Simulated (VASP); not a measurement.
Input of a VASP 6.6.1 run:

The input INCAR:

```
SYSTEM = Ru
PREC = Accurate ; ENCUT = 520
EDIFF = 1E-7 ; ISMEAR = 1
SIGMA = 0.1 ; LREAL = .False.
LASPH = .True. ; NELM = 80
ALGO = Fast ; ISIF = 2
LWAVE = .False. ; LCHARG = .False.
GGA = PE ; NBANDS = 21
ICORELEVEL = 1
```

Contents of KPOINTS:

```
Automatic mesh
0
Gamma
  14 9 23
  0 0 0
```

File POSCAR:

```
Ru
1.0
    2.7179493500      0.0000000000      0.0000000000
    0.0000000000      4.3005680000      0.0000000000
    1.3589748200      0.0000000000      2.3538126900
Ru
2
Direct
    0.3333330000      0.7500000000      0.3333330000
    0.6666670000      0.2500000000      0.6666670000
```

Potentials or basis: VASP PAW PBE potentials, release 64 (Ru_pv).

Run with:

```bash
$ cat potpaw_PBE.64/Ru_pv/POTCAR > POTCAR
$ mpirun -np 1 vasp_std > vasp.out
```

Task: What does it give for the pressure?

Result: 0.0 GPa.

Task: What does it give for the band gap on the k mesh?

Result: None (metal or under the smearing width).

Core levels (eV, on the scale of the bands):
| atom | levels |
| --- | --- |
| 1 Ru | 1s -21917.7, 2s -3138.1, 2p -2808.6, 3s -539.7, 3p -431.5, 3d -257.5, 4s -60.4 |
| 2 Ru | 1s -21917.7, 2s -3138.1, 2p -2808.6, 3s -539.7, 3p -431.5, 3d -257.5, 4s -60.4 |
